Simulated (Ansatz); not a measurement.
Starting structure of a cell relaxation (symmetry kept):

```cif
data_structure
_symmetry_space_group_name_H-M 'R3c:H'
_symmetry_Int_Tables_number 161
_cell_length_a 5.1898
_cell_length_b 5.1898
_cell_length_c 14.0150
_cell_angle_alpha 90.000
_cell_angle_beta 90.000
_cell_angle_gamma 120.000
_cell_volume 326.90
loop_
_atom_site_label
_atom_site_type_symbol
_atom_site_symmetry_multiplicity
_atom_site_Wyckoff_symbol
_atom_site_fract_x
_atom_site_fract_y
_atom_site_fract_z
_atom_site_occupancy
Li1 Li 6 a 0.33333 0.66667 0.37350 1
Nb1 Nb 6 a 0.33333 0.66667 0.65472 1
O1 O 18 b 0.67544 0.71398 0.59194 1
```

Theory: DFT PBEsol, scalar-relativistic, plane waves, PAW (Ansatz 0.2.0).

Settings: cutoff 420 eV, Γ-centred mesh 6×6×4 on the computed 20-atom cell, Gaussian smearing of 0.02 eV; no spin polarisation.

What does it relax to?

The volume decreases by 0.37 Å³/atom to 10.52 Å³/atom, and the energy falls by 5.8 meV/atom. Final structure:
```
Li Nb O
1.0
     5.13470    0.00019   -0.00090
     2.56715    4.84122    0.01033
     0.00142    2.70415    8.47247
Li Nb O
4 4 12
Cartesian
  2.5675 0.9796 1.2428
  5.1356 2.3318 5.4786
  2.5678 4.0762 3.3664
  5.1359 5.4284 7.6021
  2.5672 4.6984 0.0559
  5.1352 6.0506 4.2917
  5.1350 2.9540 2.1682
  2.5683 4.3060 6.4049
  5.7786 4.7392 3.1044
  6.0554 3.9154 0.5231
  3.5705 4.2542 1.5854
  1.6469 2.1707 2.6366
  4.1322 2.5097 3.6980
  3.2120 6.0912 7.3411
  4.4913 1.6426 0.9811
  3.4888 5.2674 4.7598
  6.1385 5.6064 5.8212
  4.2150 3.5229 6.8724
  1.5656 3.8617 7.9347
  1.9246 2.9946 5.2178
```

Course of the relaxation (steps run on the plane waves of an earlier cell, and the basis is chosen afresh near the end, so energy and pressure can step there; trial steps that raised the energy were taken back; energies are free energies):

```
step E − E_final (meV/atom) largest force component (eV/Å) P (GPa) V (Å³/atom)
   1                     5.8                           0.158    -5.13        10.90
   2                    -0.3                           0.226     0.10        10.61
   3                    -0.8                           0.158     0.17        10.57
   4                    -1.2                           0.039     0.07        10.53
   5                    -1.3                           0.015     0.03        10.53
   6                    -1.3                           0.001     0.00        10.54
   7                     0.0                           0.002    -0.22        10.54
   8                    -0.1                           0.001    -0.02        10.52
   9                     0.0                           0.001    -0.03        10.52
```

Cost: 1 run of about 29 core-minutes, on Intel Xeon Processor @ 2.70GHz (shared hosts).